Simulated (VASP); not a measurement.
Consider the following.

```xyz
2
Lattice="0.0000 2.9806 2.9806 2.9806 0.0000 2.9806 2.9806 2.9806 0.0000" Properties=species:S:1:pos:R:3 pbc="T T T"
Li     0.0000     0.0000     0.0000
I      2.9806     2.9806     2.9806
```

Calculation: PBEsol GGA, VASP's PBE PAW potentials (set 64) (plane waves; VASP). Run with 520 eV cut-off, 8×8×8 Γ-centred mesh, Gaussian smearing of 0.050 eV, potentials Li_sv I.

Predict the energy per atom (σ→0).

```
Quantity                        Value
---------------------  --------------
energy per atom (σ→0)  -3.077 eV/atom
```

The absolute energy has meaning only against runs of the same code, potentials and settings.

The compound is LiI in the rock salt structure. This cell is one point of a volume scan, at 1.03 of the reference volume.
